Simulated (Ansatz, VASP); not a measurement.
## InP in two plane-wave programs

Aim: how closely do two programs agree when they are given the same cell, functional and k mesh?

Method: plane waves, with VASP 6.6.1 beside it; band structure at PBE0 and band structure at r2SCANh with an exact-exchange share of 0.1, in Ansatz 0.2.0.

## Step 1: The starting structure

It takes space group F-43m (No. 216, cubic). Conventional cell: a = 5.869 Å, b = 5.869 Å, c = 5.869 Å, α = 90.00°, β = 90.00°, γ = 90.00°. Nearest to In lie 4 P at 2.54 Å. Nearest to P lie 4 In at 2.54 Å. Farther neighbours are not listed.

## Step 2: VASP: band structure, PBE0

The same path points are solved in both programs, so levels can be compared one by one.

Lines of VASP's logs that name or quote its potential files are left out, and so is its time.

The run reads the wave functions of an earlier VASP run, which isn't shown here.

The input, INCAR:

```
SYSTEM = InP
PREC = Accurate
ENCUT = 400
EDIFF = 1E-06
NELM = 100
ISMEAR = 0
SIGMA = 0.02
LREAL = .FALSE.
ALGO = Normal
LHFCALC = .TRUE.
AEXX = 0.25
GGA = PE
LASPH = .TRUE.
NBANDS = 15
PRECFOCK = Fast
HFRCUT = -1
LORBIT = 11
LWAVE = .FALSE.
LCHARG = .FALSE.
KPAR = 4
```

The input, POSCAR:

```
InP
1.0
    0.0000000000      2.9343500000      2.9343500000
    2.9343500000      0.0000000000      2.9343500000
    2.9343500000      2.9343500000      0.0000000000
In P
1 1
Direct
    0.0000000000      0.0000000000      0.0000000000
    0.2500000000      0.2500000000      0.2500000000
```

The input, KPOINTS:

```
Automatic mesh
0
Gamma
4 4 4
0 0 0
```

The input, KPOINTS_OPT:

```
Line mode
6
Line-mode
Reciprocal
  0.00000000   0.00000000   0.00000000 GAMMA
  0.50000000   0.00000000   0.50000000 X

  0.50000000   0.00000000   0.50000000 X
  0.50000000   0.25000000   0.75000000 W

  0.50000000   0.25000000   0.75000000 W
  0.37500000   0.37500000   0.75000000 K

  0.37500000   0.37500000   0.75000000 K
  0.00000000   0.00000000   0.00000000 GAMMA

  0.00000000   0.00000000   0.00000000 GAMMA
  0.50000000   0.50000000   0.50000000 L

  0.50000000   0.50000000   0.50000000 L
  0.62500000   0.25000000   0.62500000 U

  0.62500000   0.25000000   0.62500000 U
  0.50000000   0.25000000   0.75000000 W

  0.50000000   0.25000000   0.75000000 W
  0.50000000   0.50000000   0.50000000 L

  0.50000000   0.50000000   0.50000000 L
  0.37500000   0.37500000   0.75000000 K

  0.62500000   0.25000000   0.62500000 U
  0.50000000   0.00000000   0.50000000 X
```

The projector-augmented-wave data sets are In_d and P (PBE family, release 64).

Started as:

```bash
$ mpirun -np 4 vasp_std
```

Numbers of over 12 decimals in the logs are rounded to 6 here.

The log of the run:

```text
[banner, memory and clock lines left out]
running    4 mpi-ranks, on    1 nodes
 distrk:  each k-point on    1 cores,    4 groups
 distr:  one band on    1 cores,    1 groups

 POSCAR found type information on POSCAR InP
 POSCAR found :  2 types and       2 ions
 LDA part: xc-table for (Slater+PW92), standard interpolation
 found WAVECAR, reading the header
 POSCAR, INCAR and KPOINTS ok, starting setup
 FFT: planning ... GRIDC
 FFT: planning ... GRID_SOFT
 FFT: planning ... GRID
 HFRCUT set to (new)   9.173865
 reading WAVECAR
 the WAVECAR file was read successfully
 initial charge from wavefunction
 entering main loop
       N       E                     dE             d eps       ncg     rms          rms(c)
DAV:   1    -0.107892470788E+02   -0.10789E+02   -0.37398E-01   297   0.791E+00    0.378E+00
DAV:   2    -0.107987027399E+02   -0.94557E-02   -0.42594E-02   316   0.155E+00    0.422E+00
DAV:   3    -0.107986257552E+02    0.76985E-04   -0.15990E-03   317   0.518E-01    0.284E+00
DAV:   4    -0.107984875768E+02    0.13818E-03   -0.23500E-04   381   0.180E-01    0.184E+00
DAV:   5    -0.107984480608E+02    0.39516E-04   -0.42979E-05   326   0.713E-02    0.113E+00
DAV:   6    -0.107984388281E+02    0.92327E-05   -0.14290E-05   326   0.372E-02    0.700E-01
DAV:   7    -0.107984360510E+02    0.27771E-05   -0.27631E-06   268   0.183E-02    0.430E-01
DAV:   8    -0.107984351503E+02    0.90062E-06   -0.72127E-07   134   0.953E-03
   1 F= -.10798435E+02 E0= -.10798435E+02  d E =-.314601E-21
 Start KPOINTS_OPT (optional k-point list driver)
k-point batch [1-8\60]
       N       E                     dE             ncg
DAV:   1     0.196816872573E+03   -0.25879E+04      240
DAV:   2    -0.861511599860E+03   -0.10583E+04      247
DAV:   3    -0.937543552940E+03   -0.76032E+02      310
DAV:   4    -0.940105604670E+03   -0.25621E+01      339
DAV:   5    -0.940200736784E+03   -0.95132E-01      378
DAV:   6    -0.940203522564E+03   -0.27858E-02      362
DAV:   7    -0.940203575540E+03   -0.52977E-04      378
DAV:   8    -0.940203576404E+03   -0.86388E-06      297
[...]
k-point batch [57-60\60]
       N       E                     dE             ncg
DAV:   1     0.222701125286E+04   -0.23580E+04      127
DAV:   2     0.173672485011E+04   -0.49029E+03      134
DAV:   3     0.170700644065E+04   -0.29718E+02      148
DAV:   4     0.170616779417E+04   -0.83865E+00      184
DAV:   5     0.170613737936E+04   -0.30415E-01      192
DAV:   6     0.170613640261E+04   -0.97675E-03      192
DAV:   7     0.170613638281E+04   -0.19799E-04      192
DAV:   8     0.170613638261E+04   -0.20571E-06      144
```

From OUTCAR (step 2):

```text
ion  position               nearest neighbor table
   1  0.000  0.000  0.000-   2 2.54   2 2.54   2 2.54   2 2.54
   2  0.250  0.250  0.250-   1 2.54   1 2.54   1 2.54   1 2.54

  LATTYP: Found a face centered cubic cell.
 ALAT       =     5.8687000000

 Subroutine GETGRP returns: Found 24 space group operations
 (whereof 24 operations were pure point group operations)

The static configuration has the point symmetry T_d .

 Found      8 irreducible k-points:

   k-points           NKPTS =      8   k-points in BZ     NKDIM =     64   number of bands    NBANDS=     15

   dimension x,y,z NGX =    28 NGY =   28 NGZ =   28
   dimension x,y,z NGXF=    56 NGYF=   56 NGZF=   56

   ENCUT  =  400.0 eV  29.40 Ry    5.42 a.u.   6.77  6.77  6.77*2*pi/ulx,y,z

   NELECT =      18.0000    total number of electrons

 k-points in reciprocal lattice and weights: Automatic mesh
   0.00000000  0.00000000  0.00000000       0.016
   0.25000000  0.00000000  0.00000000       0.125
   0.50000000  0.00000000  0.00000000       0.062
   0.25000000  0.25000000  0.00000000       0.094
   0.50000000  0.25000000  0.00000000       0.375
  -0.25000000  0.25000000  0.00000000       0.188
   0.50000000  0.50000000  0.00000000       0.047
  -0.25000000  0.50000000  0.25000000       0.094

  exchange ACFDT corr.  =         0.00000000  see jH, gK, PRB 81, 115126

 average (electrostatic) potential at core
       1 -89.0998       2 -78.7279

 E-fermi :   4.5149

 k-point     1 :       0.0000    0.0000    0.0000
  band No.  band energies     occupation
    ...
      5     -11.4123      2.00000
      6      -8.4187      2.00000
      7       4.3854      2.00000
      8       4.3854      2.00000
      9       4.3854      2.00000
     10       6.5789      0.00000
     11      10.0137      0.00000
     12      10.0137      0.00000
     13      10.0137      0.00000
     14      14.6706      0.00000
    ...

 k-point     2 :       0.2500    0.0000    0.0000
  band No.  band energies     occupation
    ...
      5     -11.4103      2.00000
      6      -7.6600      2.00000
      7       0.6699      2.00000
      8       3.7768      2.00000
      9       3.7768      2.00000
     10       7.6698      0.00000
     11      10.7633      0.00000
     12      10.7633      0.00000
     13      11.3401      0.00000
     14      14.6682      0.00000
    ...

 k-point     3 :       0.5000    0.0000    0.0000
  band No.  band energies     occupation
    ...
      5     -11.4003      2.00000
      6      -6.5405      2.00000
      7      -1.9200      2.00000
      8       3.3108      2.00000
      9       3.3108      2.00000
     10       7.3411      0.00000
     11      10.7563      0.00000
     12      10.7563      0.00000
     13      13.1318      0.00000
     14      15.6849      0.00000
    ...

  energy-cutoff  :      400.00
  volume of cell :       50.53
      direct lattice vectors                 reciprocal lattice vectors
     0.000000000  2.934350000  2.934350000    -0.170395488  0.170395488  0.170395488
     2.934350000  0.000000000  2.934350000     0.170395488 -0.170395488  0.170395488
     2.934350000  2.934350000  0.000000000     0.170395488  0.170395488 -0.170395488

 POSITION                                       TOTAL-FORCE (eV/Angst)
 -----------------------------------------------------------------------------------
      0.00000      0.00000      0.00000         0.000000      0.000000      0.000000
      1.46717      1.46717      1.46717        -0.000000     -0.000000     -0.000000
 -----------------------------------------------------------------------------------
    total drift:                                0.000129      0.000135      0.000096

  FREE ENERGIE OF THE ION-ELECTRON SYSTEM (eV)
  ---------------------------------------------------
  free  energy   TOTEN  =       -10.7984351503 eV

  energy  without entropy=      -10.7984351503  energy(sigma->0) =      -10.79843515

 total charge
# of ion       s       p       d       tot
------------------------------------------
    1        0.835   0.790   9.918  11.542
    2        1.011   1.533   0.000   2.544
--------------------------------------------------
tot          1.845   2.323   9.918  14.086

[... 3 further parts left out ...]
```

The k-mesh is coarse for unscreened exact exchange, which converges slowly with it. Spin-orbit coupling is off here; with elements this heavy it splits and shifts levels by tenths of an eV or more.

## Step 3: Ansatz: band structure, PBE0

Ansatz runs on its default PAW (the set named soft_2) files.

The same cell, functional, mesh and smearing now go to Ansatz, which takes its cutoff from its data sets.

The input, input.yaml:

```yaml
crystal:
  lattice:
    - [0.0, 2.93435, 2.93435]
    - [2.93435, 0.0, 2.93435]
    - [2.93435, 2.93435, 0.0]
  atoms:
    - { symbol: In, position: [0.0, 0.0, 0.0] }
    - { symbol: P, position: [0.25, 0.25, 0.25] }
hamiltonian:
  xc: pbe0
  pseudopotentials: { kind: paw }
kpoints:
  mp_grid: { grid: [4, 4, 4] }
  band_path:
    path:
      - [0.0, 0.0, 0.0]
      - [0.5, 0.0, 0.5]
      - [0.5, 0.2, 0.7]
      - [0.4, 0.35, 0.75]
      - [0.15, 0.15, 0.3]
      - [0.2, 0.2, 0.2]
      - [0.55, 0.4, 0.55]
      - [0.6, 0.25, 0.65]
      - [0.5, 0.25, 0.75]
      - [0.5, 0.5, 0.5]
      - [0.375, 0.375, 0.75]
      - [0.5, 0.0, 0.5]
    npoints: 1
scf:
  occupations: { method: gaussian, width: 0.02 }
  n_extra_bands: 7
output:
  forces: true
  stress: true
  eigenvalues: true
```

Started as:

```bash
$ ansatz run input.yaml --threads 4 --pin off --max-ram 9216MiB --backend cpu --events-out ev --progress --plain --runs-dir out
```

The log of the run:

```text
Warning: output.stress: scf.convergence.dr2_threshold = 1e-7 eV (the SCF's general default) is looser than the 2e-10 eV advised for a printed stress (1e-10 eV for each atom of the cell: 2). What an SCF threshold leaves in a stress goes as its square root, and in the free energy as the threshold itself, and one threshold admits the most on a small cell: [figures from the program's tests cut] Set scf.convergence.dr2_threshold to 2e-10 eV or tighter. The threshold is an SCF's pass mark: one that does not reach it within its budget of iterations ends unconverged, or closes short of it on a stop that the run arms, and scf.convergence.dr2_threshold's page says what that costs each kind of run
Warning: output.stress: scf.exx.energy_threshold = 1e-6 eV is looser than the 2e-8 eV advised for a stress under a hybrid functional (1e-8 eV for each atom of the cell: 2). Every SCF of the exchange loop can meet its threshold on dr2 while the loop round them stops early: no threshold on dr2 bounds what that leaves in the stress. Set scf.exx.energy_threshold to 2e-8 eV or tighter. The threshold is the loop's pass mark: a loop that does not reach it within its budget of cycles ends unconverged, and scf.exx.energy_threshold's page has the law
scf.n_extra_bands = 7 over 9 filled bands (N_el = 18.0): the run solves 16 bands
Engine: ansatz 0.2.0, x86_64-unknown-linux-gnu
Pseudopotentials: kind: paw
Pseudopotential: In, paw, valence charge 13, recommended cutoff 420 eV (normal), In.paw.azcp
Pseudopotential: P, paw, valence charge 5, recommended cutoff 420 eV (normal), P.paw.azcp
Functional definition: PBE0
  parameter a = 0.25
  parameter kappa = 0.804
  parameter beta = 0.066725
  exchange = (1 - a)*pbe_x(kappa = kappa, mu = beta*pi^2/3) + a*exact_x
  correlation = pbe_c(beta = beta)
Crystal: 2 atoms, lattice volume = 50.532 Å³
Basis set: ecut = 420 eV, 965 PW (Γ), exchange–correlation on 60×60×60 points (8 copies of the dense FFT grid, shifted against one another)
Bands: 16, of which v1, the nominal top of the filled ones, is band 9 counted from 1 (8 counted from 0)
Symmetry: 24 space group operations
Space group: F-43m (ITA 216), of the structure as read, at distance tolerance 3.7e-5 Å
k-points: 8 of 64 (time reversal used)
Non-local potential: In, projectors of the file, l = 0: 2, l = 1: 2, l = 2: 2, l = 3: 2
Non-local potential: P, projectors of the file, l = 0: 2, l = 1: 2, l = 2: 2
PAW form: soft (Blöchl's): semilocal exchange-correlation on the pseudo side does not see the compensation charge
PAW frozen core: In, regenerated for the run's functional, and the local potential with it (the file was generated under x = pbe(κ = 0.804, μ = 0.219515), c = pbe(β = 0.066725))
PAW frozen core: P, regenerated for the run's functional, and the local potential with it (the file was generated under x = pbe(κ = 0.804, μ = 0.219515), c = pbe(β = 0.066725))
PAW one-centre angular grid: In, 590 points (default); XC on 64 Gauss nodes
PAW one-centre angular grid: P, 110 points (default); XC on 64 Gauss nodes
Initial density: superposition of atomic densities (neutral atoms: chi_scale 0, normalization atom), corrected by the library's trained network
Initial wavefunctions: pseudopotential atomic-orbital guess
Functional: x = pbe(κ = 0.804, μ = 0.219515), c = pbe(β = 0.066725), warm-up for x = 0.75 pbe(κ = 0.804, μ = 0.219515) + 0.25 exact, c = pbe(β = 0.066725)
SCF iter   1: F=—  HF=-6353.875676 eV  |F-HF|=—  |Δ(HF+E_count)|=         —  Δρ=1.34e-3  dr2=8.27e-4  ethr=1.77e-3  ⟨swp⟩=11.9  Hψ=674  notcnv=0
preconditioner: auto → none  [insulator: Δε(μ)=0.680 eV  Ē_g=17.033 eV  σ=0.020 eV  W_gap=1.00  n_scr=14 (ndim 8)  ℏωp=22.2 eV  f_vac=0.021  D(μ)=0.00/eV (n_scr^D=0)]
iter 2 solved again at ethr=3.83e-7 eV; its pass at ethr=4.59e-6 eV (dr2=6.89e-5 eV) is discarded
SCF iter   2: F=—  HF=-6353.875770 eV  |F-HF|=—  |Δ(HF+E_count)|=   9.33e-5  Δρ=3.35e-4  dr2=6.88e-5  ethr=3.83e-7  ⟨swp⟩=2.2  Hψ=631  notcnv=0  defer=1
SCF iter   3: F=-6353.875797 eV  HF=-6353.875782 eV  |F-HF|=1.50e-5  |Δ(HF+E_count)|=   1.23e-5  Δρ=1.90e-4  dr2=1.07e-5  ethr=3.82e-7  ⟨swp⟩=2.4  Hψ=206  notcnv=0
SCF 1 stopped early in 3 iterations: F = -6353.875797 eV  dr2 = 1.07e-5
  greatest PAW one-centre occupation: 0.980 electrons in one spin orbital (limit 2), on the In atom at site 0 (counted from 0), in its partial waves of l = 2
Initial density: handed on by an earlier stage of this run
Initial wavefunctions: those handed on with the density
Functional: x = 0.75 pbe(κ = 0.804, μ = 0.219515) + 0.25 exact, c = pbe(β = 0.066725)
Frozen-core exchange: fock
SCF iter   1: F=—  HF=-6357.893427 eV  |F-HF|=—  |Δ(HF+E_count)|=         —  Δρ=5.08e-3  dr2=7.73e-3  ethr=5.97e-7  ⟨swp⟩=10.8  Hψ=738  notcnv=0
preconditioner: auto → none  [insulator: Δε(μ)=2.103 eV  Ē_g=19.963 eV  σ=0.020 eV  W_gap=1.00  n_scr=14 (ndim 8)  ℏωp=22.2 eV  f_vac=0.019  D(μ)=0.00/eV (n_scr^D=0)]
SCF iter   2: F=—  HF=-6357.891691 eV  |F-HF|=—  |Δ(HF+E_count)|=   1.74e-3  Δρ=1.70e-3  dr2=1.94e-3  ethr=5.97e-7  ⟨swp⟩=4.0  Hψ=395  notcnv=0
SCF iter   3: F=—  HF=-6357.898660 eV  |F-HF|=—  |Δ(HF+E_count)|=   6.97e-3  Δρ=1.21e-3  dr2=4.59e-4  ethr=5.97e-7  ⟨swp⟩=4.5  Hψ=422  notcnv=0  defer=1
SCF iter   4: F=—  HF=-6357.898565 eV  |F-HF|=—  |Δ(HF+E_count)|=   9.50e-5  Δρ=1.61e-4  dr2=3.11e-5  ethr=5.97e-7  ⟨swp⟩=3.0  Hψ=252  notcnv=0
SCF iter   5: F=-6357.898697 eV  HF=-6357.898699 eV  |F-HF|=1.70e-6  |Δ(HF+E_count)|=   1.34e-4  Δρ=1.29e-4  dr2=5.86e-6  ethr=5.50e-8  ⟨swp⟩=4.4  Hψ=285  notcnv=0  defer=2
SCF 2 stopped early in 5 iterations: F = -6357.898697 eV  dr2 = 5.86e-6
  greatest PAW one-centre occupation: 0.983 electrons in one spin orbital (limit 2), on the In atom at site 0 (counted from 0), in its partial waves of l = 2
hybrid outer 1: dexx = +8.289e-3 eV, tail = 2.04e-5 eV
Frozen-core exchange: fock
SCF iter   1: F=—  HF=-6357.898618 eV  |F-HF|=—  |Δ(HF+E_count)|=         —  Δρ=3.53e-5  dr2=5.47e-7  ethr=5.68e-7  ⟨swp⟩=5.5  Hψ=333  notcnv=0
preconditioner: auto → none  [insulator: Δε(μ)=2.176 eV  Ē_g=19.935 eV  σ=0.020 eV  W_gap=1.00  n_scr=14 (ndim 8)  ℏωp=22.2 eV  f_vac=0.019  D(μ)=0.00/eV (n_scr^D=0)]
SCF iter   2: F=—  HF=-6357.898618 eV  |F-HF|=—  |Δ(HF+E_count)|=   1.00e-7  Δρ=1.06e-5  dr2=8.29e-8  ethr=2.70e-9  ⟨swp⟩=4.0  Hψ=319  notcnv=0
SCF iter   3: F=—  HF=-6357.898618 eV  |F-HF|=—  |Δ(HF+E_count)|=   2.48e-7  Δρ=7.66e-6  dr2=2.72e-8  ethr=1.56e-10  ⟨swp⟩=4.5  Hψ=357  notcnv=0  defer=3
SCF iter   4: F=-6357.898618 eV  HF=-6357.898618 eV  |F-HF|=6.57e-10  |Δ(HF+E_count)|=   8.58e-9  Δρ=1.21e-6  dr2=1.68e-9  ethr=1.20e-10  ⟨swp⟩=3.4  Hψ=263  notcnv=0  defer=2
SCF 3 converged in 4 iterations: F = -6357.898618 eV  dr2 = 1.68e-9
  Residual-converged pass: ⟨swp⟩=3.0  Hψ=231  notcnv=0  max |occ|·‖R‖ = 2.1e-6 eV (tolerance 2.4e-6 eV)  dr2=1.74e-9  dr2_onsite=2.64e-10  max |Δocc| = 0.0e0
hybrid outer 2: dexx = +2.785e-7 eV, tail = 6.53e-9 eV, Δε = 1.60e-3 eV (about 4.92e-5 eV left of the loop's levels)
NSCF: frozen V_eff on 12 k-points
hybrid SCF converged: 2 outer / 9 inner (+3 warm-up), last move |dexx| = 2.78e-7 eV, tail = 6.53e-9 eV
Stability not checked: this state was not tested for a lower state beside it, because the functional holds exact exchange (a hybrid, or Hartree-Fock), whose exchange loop this test does not read (fock_operator; see scf.lower_state_search)
Free energy (F): -6357.898618 eV
Frozen-core exchange: fock
Harris-Foulkes:  -6357.898618 eV  (|F-HF|=6.57e-10)
Internal energy: -6357.898618 eV  (E = F + TS)
E sigma→0 (E₀):  -6357.898618 eV
Fermi energy:    7.281343 eV
--- Per-component energies (eV) ---
  E_band       = -88.409447
  E_kinetic    = 314.068513
  E_local      = -1401.724194  (includes V_loc(G=0)·N_el)
  E_nonlocal   = 401.094809
  E_hartree    = 554.446304
  E_xc         = -212.715645
  E_vxc        = -123.618774  (∫ρ·V_xc dr)
  E_exx        = -47.917269  (= α·E_x^exact, valence–valence)
  E_paw        = -4746.496514  (= ΣΔE_a)
  E_vpaw       = -291.287687  (= ΣTr[D̂ρ^β])
  E_aug_tail   = 0.000030  (compensation charges beyond the density's cutoff)
  E_ewald      = -1219.106662
  E_core_change = 0.452009  (= ΣΔE_core)
  E_smearing   = -0.000000  (= −TS)
  E_closure    = 0.000000  (closes the sum)
  Σ components = -6357.898618   (vs F -6357.898618, Δ=0.00e0)
--- Forces (eV/Å), atoms counted from 1 ---
  atom   1  In     0.00000000    -0.00000000     0.00000000
  atom   2  P     -0.00000000     0.00000000     0.00000000
  max |Σ_I F_I| component: 1.48e-16 eV/Å
--- Stress (GPa, compression-positive) ---
        1.204011       0.000000      -0.000000
        0.000000       1.204011       0.000000
       -0.000000       0.000000       1.204011
  P = ⅓ Tr σ = 1.2040 GPa (12.040 kbar)
--- Band table (eV; the first three rows and the last of 8) ---
  k-point 0: bands = [... 5 lower, -6.5835, 6.1930, 6.1930, 6.1930, 8.3695, 11.8089, 11.8089, 11.8089, ... 3 higher]
  k-point 1: bands = [... 5 lower, -5.8524, 2.4746, 5.5879, 5.5879, 9.4626, 12.5630, 12.5630, 13.1427, ... 3 higher]
  k-point 2: bands = [... 5 lower, -4.7167, -0.1127, 5.1202, 5.1202, 9.1392, 12.5520, 12.5520, 14.9286, ... 3 higher]
  k-point 7: bands = [... 5 lower, -3.9236, 0.0773, 2.9418, 3.0201, 11.9339, 12.3113, 13.4035, 13.9321, ... 3 higher]
```

The job ended after 13 s (4 threads of Intel Xeon Platinum 8375C at 2.90GHz (Ice Lake), shared host; peak memory 0.73 GiB; 47 s of CPU time).

## Step 4: Comparison

Known differences besides the potentials themselves: exact exchange at q = 0 is treated differently, which shows on coarse meshes; VASP keeps PBE cores, Ansatz makes them for the functional; the cutoff is 420 eV in Ansatz and 400 eV in VASP; VASP takes a coarser grid for exact exchange (PRECFOCK = Fast). Total energies have different zeros and are not compared.

Both answers:

```
                     quantity  Ansatz   VASP  difference
gap over the path points (eV)   2.176  2.193      -0.017
```

Levels at points of the path, from each program's valence-band top (eV; 3 filled, then empty):

```
k (reciprocal lattice)                             Ansatz                               VASP
     0.000 0.000 0.000      0.00 0.00 0.00 2.18 5.62 5.62      0.00 0.00 0.00 2.19 5.63 5.63
     0.500 0.000 0.500  -6.30 -2.56 -2.56 3.05 3.69 11.14  -6.30 -2.56 -2.56 3.06 3.70 11.15
     0.500 0.200 0.700   -6.13 -3.19 -3.12 5.21 5.68 7.82   -6.14 -3.18 -3.11 5.22 5.68 7.83
     0.400 0.350 0.750   -6.12 -3.63 -2.23 3.89 6.01 8.92   -6.12 -3.62 -2.23 3.89 6.01 8.93
     0.150 0.150 0.300   -3.30 -1.53 -0.37 4.08 5.81 6.26   -3.30 -1.52 -0.37 4.09 5.81 6.26
     0.200 0.200 0.200   -2.86 -0.43 -0.43 3.30 6.22 6.22   -2.86 -0.44 -0.44 3.32 6.23 6.23
     0.550 0.400 0.550   -6.17 -2.28 -1.38 3.99 5.94 7.06   -6.17 -2.27 -1.38 3.99 5.94 7.07
     0.600 0.250 0.650   -6.12 -3.63 -2.23 3.89 6.01 8.92   -6.12 -3.62 -2.23 3.89 6.01 8.93
     0.500 0.250 0.750   -6.12 -3.25 -3.17 5.74 6.12 7.21   -6.12 -3.24 -3.16 5.75 6.12 7.21
     0.500 0.500 0.500   -6.31 -1.07 -1.07 2.95 6.36 6.36   -6.30 -1.07 -1.07 2.96 6.37 6.37
```

Among the levels compared at these points, filled levels agree within 13 meV and empty ones within 18 meV.

(Continued in part 2 of 2.)

[Lines on the potential files, build, host, timing and source positions are cut from VASP's logs without a mark.]

[Logs are printed without paths, hosts, clocks, repeated set-up lines and the standing remarks that a program may print on its own settings, such as how far it seeks lower states.]

[Hosts, paths, dates, database ids (printed as entryN), source tags and the programs' standing remarks are cut or masked in the printed files.]
